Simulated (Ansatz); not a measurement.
What does this script print? It uses the Python package of Ansatz (0.2.0).

The script, `run_formation.py`:
```python
from collections import Counter
import warnings

import ansatz as az
import numpy as np

PHASES = {
    'CsI': (
        [(4.5667, 0.0, 0.0), (0.0, 4.5667, 0.0), (0.0, 0.0, 4.5667)],
        [
            ('Cs', (0.0, 0.0, 0.0)),
            ('I', (0.5, 0.5, 0.5)),
        ],
    ),
    'Cs': (
        [(-3.0335, 3.0335, 3.0335), (3.0335, -3.0335, 3.0335), (3.0335, 3.0335, -3.0335)],
        [
            ('Cs', (0.0, 0.0, 0.0)),
        ],
    ),
    'I': (
        [(3.635035, -2.39502, 0.0), (3.635035, 2.39502, 0.0), (0.0, 0.0, 9.79344)],
        [
            ('I', (0.8507, 0.1493, 0.8844)),
            ('I', (0.3507, 0.6493, 0.6156)),
            ('I', (0.1493, 0.8507, 0.1156)),
            ('I', (0.6493, 0.3507, 0.3844)),
        ],
    ),
}


def build(vectors, sites):
    crystal = az.Crystal(lattice=az.Lattice.of(vectors))
    for symbol, position in sites:
        crystal = crystal.atom(symbol, position)
    return crystal


def compute(name, crystal):
    calc = (
        crystal.calculation()
        .basis(470)
        .kpoints(spacing=0.14)
        .occupations('fermi_dirac', width=0.05)
        .stress()
    )
    calc = calc.relax(force_tolerance=0.01, cell=True)
    return calc.run(threads=1, pin='off')


def counts(outcome):
    return Counter(site.symbol for site in outcome.lattice.sites)

def formation_energy(outcome, mu):
    n = counts(outcome)
    return (outcome.report['energy_sigma0_ev'] - sum(k * mu[element] for element, k in n.items())) / sum(n.values())


def volume_per_atom(outcome):
    return abs(np.linalg.det(outcome.lattice.cell_ang)) / len(outcome.lattice.sites)


def main() -> None:
    warnings.simplefilter('ignore', az.DeckWarning)

    phases = {name: build(*cell) for name, cell in PHASES.items()}

    done = {}
    for name, crystal in phases.items():
        done[name] = compute(name, crystal)
        print(f'{name}: {done[name].report["energy_sigma0_ev"]:.4f} eV, {len(done[name].lattice.sites)} atoms')

    references = {'Cs': 'Cs', 'I': 'I'}
    mu = {element: done[name].report['energy_sigma0_ev'] / len(done[name].lattice.sites) for element, name in references.items()}

    target = done['CsI']
    heat = formation_energy(target, mu)
    for element, value in mu.items():
        print(f'mu({element}) = {value:.4f} eV from {references[element]}, {volume_per_atom(done[references[element]]):.2f} A^3/atom')
    print(f'formation energy of CsI: {heat:.4f} eV/atom = {96.4853 * heat:.1f} kJ/mol of atoms')


if __name__ == '__main__':
    main()
```

`python run_formation.py` gives:
```text
CsI: -13186.7539 eV, 2 atoms
Cs: -5670.7654 eV, 1 atoms
I: -30051.6364 eV, 4 atoms
mu(Cs) = -5670.7654 eV from Cs, 116.43 A^3/atom
mu(I) = -7512.9091 eV from I, 51.35 A^3/atom
formation energy of CsI: -1.5397 eV/atom = -148.6 kJ/mol of atoms
```

The formation energy is -1.540 eV an atom (-148.6 kJ per mole of atoms), so CsI lies below the reference phases. Other compounds of these elements, not run here, can lie lower still.

Notes:
- Total energies depend on the potentials; only differences at equal settings carry meaning.
- No functional is typed, so the default, PBE, holds.
- The cells come from databases of deposited and of computed structures, and not all need be stable phases.
- The compound is the structure given, not necessarily its lowest; energies are at zero temperature, with no correction for gases. A semilocal functional's error on such energies is often 0.05 to 0.1 eV an atom, and 0.1 to 0.3 eV against gases such as O2 or F2.
- The whole script took 12 min on 1 thread of Arm Neoverse V1 (shared host), peak memory 1.1 GiB.
